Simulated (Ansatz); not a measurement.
Recipe of this trial structure of C: random cell by space group and Wyckoff sites (P4/mmm, No. 123). Lengths were set from tabulated atomic sizes, so they are only a guess.

```
C
1.0
     1.80824    0.00000    0.00000
     0.00000    1.80824    0.00000
     0.00000    0.00000    1.66343
C
1
Direct
  0.50000 0.50000 0.00000
```

All numbers below come from Ansatz 0.2.0, DFT PBE, scalar-relativistic, plane waves, PAW. Cutoff 420 eV, Gaussian smearing, Γ-centred meshes. Cell and atoms relax first on a coarse mesh and then on a finer one. In between, the cell is made exact in the group found at 0.06 Å. In metals the finer mesh still leaves noise of several meV/atom or more. The steps can't lower the symmetry of their start. No spin polarisation in the relaxation; trial moments died out in a coarse test.

A guess keeps its type if space group and coordination stay and the shape of the cell changes little (axis ratios within about 15 %, angles within 6°); the volume may change.

Problem. Does it keep its structure type, or change into something else?

Solution. It keeps its type. The symmetry stays P4/mmm (No. 123). At a tolerance of 0.15 Å it has Pm-3m, and so small a departure can be an unfinished slide or mesh noise. The volume per atom grows by 2.7 %, from 5.4 to 5.6 Å³. The shortest distance goes from 1.66 Å (C–C) to 1.70 Å (C–C). The ratio c/a of the conventional cell changes by a factor of 1.02. Counting neighbours within 15 % of an atom's shortest distance, the start has C 6 and the end C 6.

The last run used a 30×30×32 mesh (in the run's order of axes) for its 1-atom cell and Gaussian smearing of 0.10 eV. Symmetry constrained the relaxation, so the result can be a saddle point. Another cell of C relaxed alike, in P4/mmm, lies 1.79 eV/atom lower, so this cell isn't the stable form at this level.
